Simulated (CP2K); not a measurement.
## Nb: single point with PBE

Crystal: Nb.

```
Nb
1.0
     2.71964    0.00000    0.00000
     0.00000    2.71964    0.00000
     0.00000    0.00000    2.71964
Nb
1
Cartesian
  1.3598 1.3598 1.3598
```

The cell was built by a generator and needn't be a form met in nature.

```json
{"Program": "CP2K 2026.2", "Task": "single point", "Functional": "PBE", "Potentials or basis": "POTENTIAL_UZH Nb GTH-PBE-q13; TZVP-MOLOPT-PBE-GTH basis", "Density cutoff": "6123 eV", "k mesh": "10 × 10 × 10", "Occupations": "fermi-dirac, width 0.05 eV", "Spin": "no spin polarisation", "SCF solver": "diagonalisation with k points", "Quickstep method": "GPW", "EPS_DEFAULT": "1.0E-10", "EPS_SCF": "1.0E-6", "MAX_SCF": "100", "SCF_GUESS": "ATOMIC", "k points reduced by the point group": "yes", "Mesh centred on Gamma": "yes", "CHOLESKY": "OFF", "EPS_EIGVAL": "1.0E-7", "MIXING METHOD": "BROYDEN_MIXING", "MIXING ALPHA": "0.4", "NBUFFER": "8", "NGRIDS": "5", "Basis sets": "Nb TZVP-MOLOPT-PBE-GTH-q13", "Potentials": "Nb GTH-PBE-q13 of POTENTIAL_UZH", "ADDED_MOS": "[11]", "REL_CUTOFF (Ry)": "60 Ry", "MIXING BETA (1/bohr)": "1.5 1/bohr", "CUTOFF of the grids": "450 Ry"}
```

```yaml
Pressure: 1.3 GPa
Band_gap_on_the_k_mesh: none (metal or under the smearing width)
```

Levels at points of the mesh, in eV from the Fermi level:
| k point | band 4 | band 5 | band 6 | band 7 | band 8 | band 9 | band 10 | band 11 |
| --- | --- | --- | --- | --- | --- | --- | --- | --- |
| (0.00, 0.00, 0.00) | -29.89 | -5.50 | -2.78 | -2.78 | 5.18 | 5.18 | 5.18 | 15.44 |
| (0.00, 0.00, 0.50) | -29.75 | -2.47 | -1.88 | 0.76 | 1.91 | 1.91 | 5.51 | 9.89 |
| (0.00, 0.50, 0.50) | -29.62 | -4.06 | -1.00 | 2.59 | 2.59 | 6.19 | 6.19 | 7.40 |
| (0.50, 0.50, 0.50) | -30.98 | -2.46 | -2.46 | -2.46 | 7.63 | 7.63 | 12.53 | 12.53 |

Wall time 58 s on 1 thread of Arm Neoverse V1, with other jobs on the host, peak memory 0.27 GiB.

Caveat: the basis of atomic orbitals isn't converged, which shifts pressures, moduli and gaps.
